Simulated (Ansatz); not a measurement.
# InSe: the cost of one run

Method: DFT PBEsol, scalar-relativistic, plane waves, PAW, in Ansatz 0.2.0.

6 further runs of the same task are left out: 2 that didn't finish, 4 set aside as unsound or not needed.

## Step 1: The starting structure

It takes space group C2/m (No. 12, monoclinic). Conventional cell: a = 11.750 Å, b = 4.111 Å, c = 4.564 Å, α = 90.00°, β = 110.64°, γ = 90.00°. In (site symmetry m) is surrounded by 3 Se at 2.67 to 2.70 Å and 1 In at 2.79 Å. Se (site symmetry m) has 3 In at 2.67 to 2.70 Å as nearest neighbours.

As a file:

```xyz
8
Lattice="0.0000 4.1105 0.0000 4.2698 2.0553 4.2668 7.4800 2.0553 -4.2774" Properties=species:S:1:pos:R:3 pbc="T T T"
In   10.3614    4.1105    0.1147
In    4.4865    2.0553    0.1200
In    7.2634    6.1658   -0.1306
In    1.3884    4.1105   -0.1253
Se    6.6696    4.1105    2.7165
Se    8.2748    4.1105   -1.5556
Se    3.4751    4.1105    1.5450
Se    5.0802    4.1105   -2.7271
```

It is built from the cell relaxed beforehand with the same method (25.78 Å³/atom).

## Step 2: Zero of the scan

input.yaml

```yaml
crystal:
  lattice:
    - [0.0, 4.1105485043, 0.0]
    - [4.26980774, 2.0552742521, 4.2667954979]
    - [7.4800451447, 2.0552742521, -4.2773852325]
  atoms:
    - { symbol: In, position: [0.1141973411, 0.9003296259, 0.8712756919] }
    - { symbol: In, position: [0.1141973411, 0.4003296259, 0.3712756919] }
    - { symbol: In, position: [0.8858026589, 0.5996703741, 0.6287243081] }
    - { symbol: In, position: [0.8858026589, 0.0996703741, 0.1287243081] }
    - { symbol: Se, position: [0.3452787783, 0.9734646069, 0.3359778364] }
    - { symbol: Se, position: [0.3452787783, 0.4734646069, 0.8359778364] }
    - { symbol: Se, position: [0.6547212217, 0.5265353931, 0.1640221636] }
    - { symbol: Se, position: [0.6547212217, 0.0265353931, 0.6640221636] }
basis:
  ecutwfc: 420
kpoints:
  mp_grid: { grid: [8, 8, 8] }
hamiltonian:
  xc: pbesol
scf:
  occupations: { method: gaussian, width: 0.05 }
output:
  forces: true
  stress: true
  eigenvalues: true
  write_density: true
  write_potential: true
  elf: true
  volumetric_format: npy
```

Started as:

```sh
$ ansatz run input.yaml --threads 1 --pin off --max-ram 2560MiB --backend cpu --events-out ev --progress --plain --runs-dir out
```

Q: Estimate wall time and peak memory on 1 thread of Intel Xeon Gold 6455B (Sapphire Rapids), shared host.

About 77 s, with a peak of 1.5 GiB.
